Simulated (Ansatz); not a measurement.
How the vibrations of AlNi change with volume

Level of theory: Ansatz 0.2.0, DFT PBE, scalar-relativistic, plane waves, PAW. Plane waves to 420 eV; Γ-centred k mesh 16×16×14; Fermi-Dirac smearing of 0.15 eV. No spin polarisation. Phonons by linear response, acoustic sum rule imposed.

Equilibrium structure at this level:
```
Al Ni
1.0
     2.04609   -2.04609    0.00000
     2.04609    2.04609    0.00000
     0.00000    0.00000    2.89542
Al Ni
1 1
Direct
  0.00000 0.00000 0.00000
  0.50000 0.50000 0.50000
```

In a metal, frequencies depend on the k mesh and the smearing, soft modes most. Spin polarisation was left out, and a magnetic state may lie lower.

Cells at 0.98 and 1.02 times the equilibrium volume were relaxed in shape and atoms; γ = −d ln ν / d ln V, modes matched by rank.

Question: Give the optical frequencies at Γ (cm⁻¹) at the three volumes and the mode Grüneisen parameters.

Answer:
| 0.98 V | V | 1.02 V | γ | degeneracy |
| --- | --- | --- | --- | --- |
| 300 | 288 | 277 | 2.03 | 2 |
| 300 | 289 | 277 | 2.03 | 1 |

Question: What pressures hold the two strained cells, and what bulk modulus follows?

Answer: 3.34 GPa at 0.98 V and -3.01 GPa at 1.02 V, so B = −dP/d ln V ≈ 159 GPa.